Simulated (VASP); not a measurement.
## What goes wrong when SiC (Moissanite 3C) is relaxed with a bad input

Aim: see how common mistakes in a VASP relaxation show up, on SiC (Moissanite 3C). The starting structure is a measured crystal structure from the Crystallography Open Database. The first relaxation on each setting starts from this cell expanded by 3 % in volume.

Main program and level: VASP 6.6.1; Kohn-Sham DFT with plane waves and PAW; PBEsol.

### Step 1. The structure

It takes space group F-43m (No. 216, cubic). Conventional cell: a = 4.358 Å, b = 4.358 Å, c = 4.358 Å, α = 90.00°, β = 90.00°, γ = 90.00°. Si has 4 C at 1.89 Å nearest. Nearest to C lie 4 Si at 1.89 Å. Farther neighbours are not listed.

Coordinates:

```xyz
2
Lattice="0.0000 2.1790 2.1790 2.1790 0.0000 2.1790 2.1790 2.1790 0.0000" Properties=species:S:1:pos:R:3 pbc="T T T"
Si    0.0000    0.0000    0.0000
C     3.2685    3.2685    3.2685
```

### Step 2. Reference relaxation

This run starts from the cell of an earlier relaxation, which isn't shown; the restart sets up the plane waves anew.

Contents of INCAR:

```
SYSTEM = SiC
PREC = Accurate
ENCUT = 520
EDIFF = 1E-06
NELM = 100
ISMEAR = 0
SIGMA = 0.03
LREAL = .FALSE.
ALGO = Normal
GGA = PS
NBANDS = 10
LORBIT = 11
LWAVE = .FALSE.
LCHARG = .FALSE.
KPAR = 8
IBRION = 2
NSW = 50
ISIF = 3
EDIFFG = -0.006
```

Contents of POSCAR:

```
SiC
1.0
    0.0000000000      2.1796157001      2.1796157001
    2.1796157001      0.0000000000      2.1796157001
    2.1796157001      2.1796157001      0.0000000000
Si C
1 1
Direct
    0.0000000000      0.0000000000      0.0000000000
    0.7500000000      0.7500000000      0.7500000000
```

Contents of KPOINTS:

```
Automatic mesh
0
Gamma
8 8 8
0 0 0
```

The projector-augmented-wave data sets are Si and C (PBE family, release 64).

The run is started by

```
$ mpirun -np 8 vasp_std
```

Output:

```text
[banner, memory and clock lines left out]
running    8 mpi-ranks, on    1 nodes
 distrk:  each k-point on    1 cores,    8 groups
 distr:  one band on    1 cores,    1 groups

 POSCAR found type information on POSCAR SiC
 POSCAR found :  2 types and       2 ions
|                                                                             |
|           W    W    AA    RRRRR   N    N  II  N    N   GGGG   !!!           |
|           W    W   A  A   R    R  NN   N  II  NN   N  G    G  !!!           |
|           W    W  A    A  R    R  N N  N  II  N N  N  G       !!!           |
|           W WW W  AAAAAA  RRRRR   N  N N  II  N  N N  G  GGG   !            |
|           WW  WW  A    A  R   R   N   NN  II  N   NN  G    G                |
|           W    W  A    A  R    R  N    N  II  N    N   GGGG   !!!           |
|                                                                             |
|     For optimal performance we recommend to set                             |
|       NCORE = 2 up to number-of-cores-per-socket                            |
|     NCORE specifies how many cores store one orbital (NPAR=cpu/NCORE).      |
|     This setting can greatly improve the performance of VASP for DFT.       |
|     The default, NCORE=1 might be grossly inefficient on modern             |
|     multi-core architectures or massively parallel machines. Do your        |
|     Unfortunately you need to use the default for GW and RPA                |
|     calculations (for HF NCORE is supported but not extensively tested      |
|     yet).                                                                   |
|                                                                             |

|                                                                             |
|               ----> ADVICE to this user running VASP <----                  |
|                                                                             |
|     You enforced a specific xc type in the INCAR file but a different       |
|     [... a line on the potential file left out ...]
|     I HOPE YOU KNOW WHAT YOU ARE DOING!                                     |
|                                                                             |

 LDA part: xc-table for (Slater+PW92), standard interpolation
 POSCAR, INCAR and KPOINTS ok, starting setup
 FFT: planning ... GRIDC
 FFT: planning ... GRID_SOFT
 FFT: planning ... GRID
 WAVECAR not read
 entering main loop
       N       E                     dE             d eps       ncg     rms          rms(c)
DAV:   1     0.410534905698E+01    0.41053E+01   -0.38873E+03   596   0.662E+02
DAV:   2    -0.171031865576E+02   -0.21209E+02   -0.19970E+02   774   0.113E+02
DAV:   3    -0.177072370118E+02   -0.60405E+00   -0.60288E+00   678   0.172E+01
DAV:   4    -0.177098374195E+02   -0.26004E-02   -0.26002E-02   662   0.142E+00
DAV:   5    -0.177098501585E+02   -0.12739E-04   -0.12739E-04   678   0.926E-02    0.873E+00
DAV:   6    -0.159942291649E+02    0.17156E+01   -0.62682E+00   602   0.120E+01    0.392E+00
DAV:   7    -0.159283565251E+02    0.65873E-01   -0.36100E-01   698   0.367E+00    0.176E+00
DAV:   8    -0.159139847241E+02    0.14372E-01   -0.21296E-02   602   0.998E-01    0.159E-01
DAV:   9    -0.159138176648E+02    0.16706E-03   -0.15021E-03   722   0.220E-01    0.110E-01
DAV:  10    -0.159138617826E+02   -0.44118E-04   -0.10808E-04   624   0.713E-02    0.229E-02
DAV:  11    -0.159138619650E+02   -0.18242E-06   -0.11353E-05   668   0.198E-02    0.498E-03
DAV:  12    -0.159138621935E+02   -0.22848E-06   -0.51662E-07   310   0.491E-03
   1 F= -.15913862E+02 E0= -.15913862E+02  d E =-.159139E+02
 curvature:   0.00 expect dE= 0.000E+00 dE for cont linesearch  0.000E+00
 trial: gam= 0.00000 g(F)=  0.986E-47 g(S)=  0.634E-07 ort = 0.000E+00 (trialstep = 0.100E+01)
 search vector abs. value=  0.635E-07
 reached required accuracy - stopping structural energy minimisation
```

Run time: 1.2 s. Hardware: 8 MPI ranks of Intel Xeon 6975P-C (Granite Rapids), shared host; peak memory 0.98 GiB.

Lines that name or quote the potential files are left out of all logs, and their timing lines are given in words.

OUTCAR, selected parts (step 2):

```text
ion  position               nearest neighbor table
   1  0.000  0.000  0.000-   2 1.89   2 1.89   2 1.89   2 1.89
   2  0.750  0.750  0.750-   1 1.89   1 1.89   1 1.89   1 1.89

  LATTYP: Found a face centered cubic cell.
 ALAT       =     4.3592314002

 Subroutine GETGRP returns: Found 24 space group operations
 (whereof 24 operations were pure point group operations)

The static configuration has the point symmetry T_d .

 Found     29 irreducible k-points:

   k-points           NKPTS =     29   k-points in BZ     NKDIM =     29   number of bands    NBANDS=     10

   dimension x,y,z NGX =    24 NGY =   24 NGZ =   24
   dimension x,y,z NGXF=    48 NGYF=   48 NGZF=   48

   ENCUT  =  520.0 eV  38.22 Ry    6.18 a.u.   5.73  5.73  5.73*2*pi/ulx,y,z

   NELECT =       8.0000    total number of electrons

 k-points in reciprocal lattice and weights: Automatic mesh
   0.00000000  0.00000000  0.00000000       0.002
   0.12500000  0.00000000  0.00000000       0.016
   0.25000000  0.00000000  0.00000000       0.016
   0.37500000  0.00000000  0.00000000       0.016
   0.50000000  0.00000000  0.00000000       0.008
   0.12500000  0.12500000  0.00000000       0.012
   0.25000000  0.12500000  0.00000000       0.047
   0.37500000  0.12500000  0.00000000       0.047
   0.50000000  0.12500000  0.00000000       0.047
[...]
-0.37500000  0.50000000  0.12500000       0.023
  -0.25000000  0.50000000  0.25000000       0.012

 average (electrostatic) potential at core
       1 -80.1271       2 -44.9647

 E-fermi :   8.1814

 k-point     1 :       0.0000    0.0000    0.0000
  band No.  band energies     occupation
      1      -7.3699      2.00000
      2       8.0481      2.00000
      3       8.0481      2.00000
      4       8.0481      2.00000
      5      14.2252      0.00000
      6      15.2838      0.00000
      7      15.2838      0.00000
      8      15.2838      0.00000
      9      22.4985      0.00000
    ...

 k-point     2 :       0.1250    0.0000    0.0000
  band No.  band energies     occupation
      1      -7.0642      2.00000
      2       6.5551      2.00000
      3       7.8456      2.00000
      4       7.8456      2.00000
      5      14.4521      0.00000
      6      15.6365      0.00000
      7      15.6365      0.00000
      8      15.8160      0.00000
      9      21.2461      0.00000
    ...

 k-point     3 :       0.2500    0.0000    0.0000
  band No.  band energies     occupation
      1      -6.1693      2.00000
      2       3.7341      2.00000
      3       7.4386      2.00000
      4       7.4386      2.00000
      5      13.9649      0.00000
      6      15.8796      0.00000
      7      15.8796      0.00000
      8      17.3161      0.00000
      9      21.0719      0.00000
    ...

  Total       -0.0009357     -0.0009357     -0.0009357     -0.0000000      0.0000000     -0.0000000
  in kB       -0.0723889     -0.0723889     -0.0723889     -0.0000000      0.0000000     -0.0000000
  external PRESSURE =      -0.0723889 kB  Pullay stress =       0.0000000 kB

  energy-cutoff  :      520.00
  volume of cell :       20.71
      direct lattice vectors                 reciprocal lattice vectors
     0.000000000  2.179615700  2.179615700    -0.229398237  0.229398237  0.229398237
     2.179615700  0.000000000  2.179615700     0.229398237 -0.229398237  0.229398237
     2.179615700  2.179615700  0.000000000     0.229398237  0.229398237 -0.229398237

 POSITION                                       TOTAL-FORCE (eV/Angst)
 -----------------------------------------------------------------------------------
      0.00000      0.00000      0.00000        -0.000000     -0.000000     -0.000000
      3.26942      3.26942      3.26942         0.000000      0.000000      0.000000
 -----------------------------------------------------------------------------------
    total drift:                               -0.000000     -0.000000     -0.000000

  FREE ENERGIE OF THE ION-ELECTRON SYSTEM (eV)
  ---------------------------------------------------
  free  energy   TOTEN  =       -15.9138621935 eV

  energy  without entropy=      -15.9138621935  energy(sigma->0) =      -15.91386219

 reached required accuracy - stopping structural energy minimisation

 total charge
# of ion       s       p       d       tot
------------------------------------------
    1        0.708   0.973   0.000   1.681
    2        0.832   1.699   0.000   2.531
--------------------------------------------------
tot          1.541   2.671   0.000   4.212

[... 3 further parts left out ...]
```

CONTCAR:

```
SiC
   1.00000000000000
     0.0000000000000000    2.1796157000999998    2.1796157000999998
     2.1796157000999998    0.0000000000000000    2.1796157000999998
     2.1796157000999998    2.1796157000999998    0.0000000000000000
  Si              C
     1     1
Direct
     0.0000000000000000    0.0000000000000000    0.0000000000000000
     0.7500000000000000    0.7500000000000000    0.7500000000000000
```

The PAW data sets were made with PBE, which is usual practice but a small mismatch for other functionals. The run keeps the 24 symmetry operations of its start, so it cannot find a distortion of lower symmetry.

The reference relaxation ends at 10.355 Å³ an atom. Pressures at 0.985 and 1.015 times this volume, from two more relaxations that aren't shown, give a bulk modulus of 221.2 GPa.

### Step 3. Relaxation with too few electronic steps

A slip made on purpose: too few electronic steps. Against step 2 the input has NELM = 4 (also changed: NSW).

INCAR: that of step 2 with these lines changed.

```diff
@@ -4,3 +4,3 @@
 EDIFF = 1E-06
-NELM = 100
+NELM = 4
 ISMEAR = 0
@@ -16,3 +16,3 @@
 IBRION = 2
-NSW = 50
+NSW = 30
 ISIF = 3
```

Contents of POSCAR:

```
SiC
1.0
    0.0000000000      2.2005756606      2.2005756606
    2.2005756606      0.0000000000      2.2005756606
    2.2005756606      2.2005756606      0.0000000000
Si C
1 1
Direct
    0.0000000000      0.0000000000      0.0000000000
    0.7500000000      0.7500000000      0.7500000000
```

KPOINTS is that of step 2.

The run is started by

```
$ mpirun -np 8 vasp_std
```

Output:

```text
[banner, memory and clock lines left out]
running    8 mpi-ranks, on    1 nodes
[...]
[... a notice as in an earlier step ...]

 [... a notice as in an earlier step ...]

 LDA part: xc-table for (Slater+PW92), standard interpolation
 POSCAR, INCAR and KPOINTS ok, starting setup
[...]
entering main loop
       N       E                     dE             d eps       ncg     rms          rms(c)
DAV:   1     0.501257679797E+01    0.50126E+01   -0.40861E+03   596   0.680E+02
DAV:   2    -0.168537050447E+02   -0.21866E+02   -0.20016E+02   750   0.113E+02
DAV:   3    -0.176162155297E+02   -0.76251E+00   -0.76138E+00   680   0.183E+01
DAV:   4    -0.176194549251E+02   -0.32394E-02   -0.32392E-02   666   0.152E+00
|                                                                             |
|           W    W    AA    RRRRR   N    N  II  N    N   GGGG   !!!           |
|           W    W   A  A   R    R  NN   N  II  NN   N  G    G  !!!           |
|           W    W  A    A  R    R  N N  N  II  N N  N  G       !!!           |
[...]
|     The electronic self-consistency was not achieved in the given           |
   3 F= -.14966588E+02 E0= -.14966588E+02  d E =0.265287E+01
   4 F= -.15533746E+02 E0= -.15533746E+02  d E =0.208571E+01
   5 F= -.15776194E+02 E0= -.15776194E+02  d E =0.184326E+01
   6 F= -.15855524E+02 E0= -.15855524E+02  d E =0.176393E+01
   7 F= -.15883251E+02 E0= -.15883251E+02  d E =0.173620E+01
   8 F= -.15893933E+02 E0= -.15893933E+02  d E =0.172552E+01
   9 F= -.15898452E+02 E0= -.15898452E+02  d E =0.172100E+01
  10 F= -.15900503E+02 E0= -.15900503E+02  d E =0.171895E+01
  11 F= -.15901476E+02 E0= -.15901476E+02  d E =0.171798E+01
  12 F= -.15901949E+02 E0= -.15901949E+02  d E =0.171751E+01
  13 F= -.15902183E+02 E0= -.15902183E+02  d E =0.171727E+01
  14 F= -.15902298E+02 E0= -.15902298E+02  d E =0.171716E+01
  15 F= -.15902356E+02 E0= -.15902356E+02  d E =0.171710E+01
  16 F= -.15902385E+02 E0= -.15902385E+02  d E =0.171707E+01
  17 F= -.15902399E+02 E0= -.15902399E+02  d E =0.171706E+01
  18 F= -.15902406E+02 E0= -.15902406E+02  d E =0.171705E+01
  19 F= -.15902410E+02 E0= -.15902410E+02  d E =0.171704E+01
  20 F= -.15909482E+02 E0= -.15909482E+02  d E =-.707203E-02
  21 F= -.15914057E+02 E0= -.15914057E+02  d E =-.116474E-01
[...]
reached required accuracy - stopping structural energy minimisation
```

Elapsed: 5.6 s, on 8 MPI ranks; peak memory 1.2 GiB.

From OUTCAR (step 3):

```text
  Total       -0.0066574     -0.0066574     -0.0066574      0.0000000     -0.0000000      0.0000000
  in kB       -0.5149157     -0.5149157     -0.5149157      0.0000000     -0.0000000      0.0000000
  external PRESSURE =      -0.5149157 kB  Pullay stress =       0.0000000 kB

 POSITION                                       TOTAL-FORCE (eV/Angst)
 -----------------------------------------------------------------------------------
      0.00000      0.00000      0.00000         0.000000     -0.000000     -0.000000
      3.26970      3.26970      3.26970        -0.000000      0.000000      0.000000
 -----------------------------------------------------------------------------------
    total drift:                               -0.000000     -0.000000     -0.000000

  FREE ENERGIE OF THE ION-ELECTRON SYSTEM (eV)
  ---------------------------------------------------
  free  energy   TOTEN  =       -15.9140574107 eV

  energy  without entropy=      -15.9140574107  energy(sigma->0) =      -15.91405741

[... 2 parts as in an earlier step ...]

[... 2 further parts left out ...]
[key lines of the parts left out:]
E-fermi :   8.1780
```

Logs of long relaxations may skip ionic steps without a mark.

The search for the minimum reports success, but an electronic loop had used up its NELM cycles before it reached EDIFF, so the run counts as unconverged.

### Step 4. Relaxation with an ionic step far too long

A slip made on purpose: an ionic step far too long. Against step 2 the input has IBRION = 1 and POTIM = 2 (also changed: NELM and NSW).

INCAR: that of step 3 with these lines changed.

```diff
@@ -4,3 +4,3 @@
 EDIFF = 1E-06
-NELM = 4
+NELM = 60
 ISMEAR = 0
@@ -15,3 +15,3 @@
 KPAR = 8
-IBRION = 2
+IBRION = 1
 NSW = 30
@@ -19 +19,2 @@
 EDIFFG = -0.006
+POTIM = 2
```

POSCAR is that of step 3.

KPOINTS is that of step 3.

The run is started by

```
$ mpirun -np 8 vasp_std
```

Output:

```text
[... set-up lines as in an earlier step ...]
 entering main loop
       N       E                     dE             d eps       ncg     rms          rms(c)
[... 4 cycles as in an earlier step ...]
DAV:   5    -0.176194703247E+02   -0.15400E-04   -0.15400E-04   690   0.985E-02    0.843E+00
DAV:   6    -0.159744723109E+02    0.16450E+01   -0.62189E+00   604   0.118E+01    0.376E+00
DAV:   7    -0.159168058091E+02    0.57667E-01   -0.32558E-01   688   0.350E+00    0.171E+00
DAV:   8    -0.159025339594E+02    0.14272E-01   -0.20544E-02   614   0.980E-01    0.158E-01
DAV:   9    -0.159023660071E+02    0.16795E-03   -0.15233E-03   732   0.218E-01    0.109E-01
DAV:  10    -0.159024131606E+02   -0.47154E-04   -0.11398E-04   632   0.727E-02    0.228E-02
DAV:  11    -0.159024133799E+02   -0.21927E-06   -0.12955E-05   674   0.207E-02    0.508E-03
DAV:  12    -0.159024136048E+02   -0.22490E-06   -0.57722E-07   314   0.517E-03
   1 F= -.15902414E+02 E0= -.15902414E+02  d E =-.159024E+02
[...]
2 F= -.15185829E+02 E0= -.15185829E+02  d E =0.716584E+00
[...]
3 F= -.15913803E+02 E0= -.15913803E+02  d E =-.727974E+00
[...]
4 F= -.15914051E+02 E0= -.15914051E+02  d E =-.248015E-03
[...]
5 F= -.15914057E+02 E0= -.15914057E+02  d E =-.565120E-05
 BRION: g(F)=  0.354E-47 g(S)=  0.264E-06 retain N=  1 mean eig= 0.13
 eig:   0.129
 reached required accuracy - stopping structural energy minimisation
```

The job ended after 2.6 s (8 MPI ranks; peak memory 1.1 GiB).

From OUTCAR (step 4):

```text
  Total       -0.0009556     -0.0009556     -0.0009556      0.0000000      0.0000000      0.0000000
  in kB       -0.0739370     -0.0739370     -0.0739370      0.0000000      0.0000000      0.0000000
  external PRESSURE =      -0.0739370 kB  Pullay stress =       0.0000000 kB

 POSITION                                       TOTAL-FORCE (eV/Angst)
 -----------------------------------------------------------------------------------
     -0.00000     -0.00000     -0.00000        -0.000000     -0.000000     -0.000000
      3.26931      3.26931      3.26931         0.000000      0.000000      0.000000
 -----------------------------------------------------------------------------------
    total drift:                               -0.000000     -0.000000     -0.000000

  FREE ENERGIE OF THE ION-ELECTRON SYSTEM (eV)
  ---------------------------------------------------
  free  energy   TOTEN  =       -15.9140568268 eV

  energy  without entropy=      -15.9140568268  energy(sigma->0) =      -15.91405683

[... 2 parts as in an earlier step ...]

[... 2 further parts left out ...]
[key lines of the parts left out:]
E-fermi :   8.1827
```

With an ionic step far too long the cell ends at 10.354 Å³ an atom, -0.01 % from the reference.

[end of part 1 of 2]

[Lines on the potential files, build, host, timing and source positions are cut from VASP's logs without a mark.]

[Logs are printed without paths, hosts, clocks, repeated set-up lines and the standing remarks that a program may print on its own settings, such as how far it seeks lower states.]

[Hosts, paths, dates, database ids (printed as entryN), source tags and the programs' standing remarks are cut or masked in the printed files.]
